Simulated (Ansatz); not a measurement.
**Al2Ru under pressure: fit and missing row**

Al2Ru, I4/mmm, a = 3.121 Å, c = 8.423 Å. The structure is a Materials Project entry; whether it is the stable form wasn't checked. Ansatz: PBEsol, PAW, 420 eV, Γ-centred 18×18×18 mesh on 3 atoms, Gaussian smearing 0.10 eV; no spin polarisation. Cell and atoms are relaxed at each pressure, and no other structure is tried, so the rows at high pressure may lie past a change of phase.

| V (Å³/atom) | P (GPa) |
| --- | --- |
| ? | 89.99 |
| 11.345 | 50.00 |
| 12.250 | 25.01 |
| 12.895 | 11.96 |
| 13.389 | 3.98 |
| 13.602 | 1.00 |
| 13.678 | 0.00 |
| 13.755 | -1.00 |

Problem. Take V0 = 13.678 Å³/atom, fit the third-order Birch–Murnaghan form to the other rows, and predict the missing volume.

Solution. With the Eulerian strain f = ½[(V0/V)^(2/3) − 1] and y = P/[3f(1 + 2f)^(5/2)], the form is the line y = B0 + 1.5 B0 (B0′ − 4) f. Rows (f, y): 0.06639, 183.8; 0.03814, 181.9; 0.02004, 180.3; 0.00717, 178.6; 0.00186, 177.6; -0.00187, 179.9. Means f = 0.02196, y = 180.35; Σ(Δf)² = 0.003430, ΣΔfΔy = 0.2703; the slope is their ratio. y = 178.6 + 78.81 f GPa, so B0 = 178.6 GPa and B0′ = 4 + 2 × (78.81)/(3 × 178.6) = 4.29. P = 89.99 GPa is met at f = 0.10135 (y = 186.59), so V = V0 (1 + 2f)^(−3/2) = 10.370 Å³/atom. The run gave 10.360 Å³/atom, so the fit is 0.010 Å³/atom too high, 0.29 % of the span of the series, against an rms of 0.0009 Å³/atom on the fitted rows. The row lies outside the fitted range. A fourth-order term fitted to the same rows gives P = 90.82 GPa at this row's volume (the line 90.50, the run 89.99), no gain.

The mesh isn't the same in all rows (18×18×18, 20×20×20).

The compression curve is smooth and close to second-order Birch–Murnaghan behaviour, since B0′ = 4.29 lies near 4. The stiffness probably reflects Ru d–Al sp hybridisation. On compression, the rising kinetic energy of the valence electrons and the overlap repulsion outweigh the gain in bonding, so the resistance grows steadily.

The y values at 1.00 and -1.00 GPa, 177.6 and 179.9, break the otherwise steady rise with strain. Both divide a small pressure by a tiny strain, so a rounding-sized error in V0 shifts them in opposite directions; they are no sign of anomalous elasticity. Such scatter also leaves the fourth-order term poorly determined, which probably explains why it moves the prediction the wrong way. The computed pressure at the missing volume lies slightly below the extrapolated line, but this small offset alone doesn't establish an electronic or structural transition. Al2Ru is known to crystallise in the orthorhombic TiSi2 type, so the fitted bulk modulus belongs to the tetragonal model and shouldn't be taken as that of the known compound.
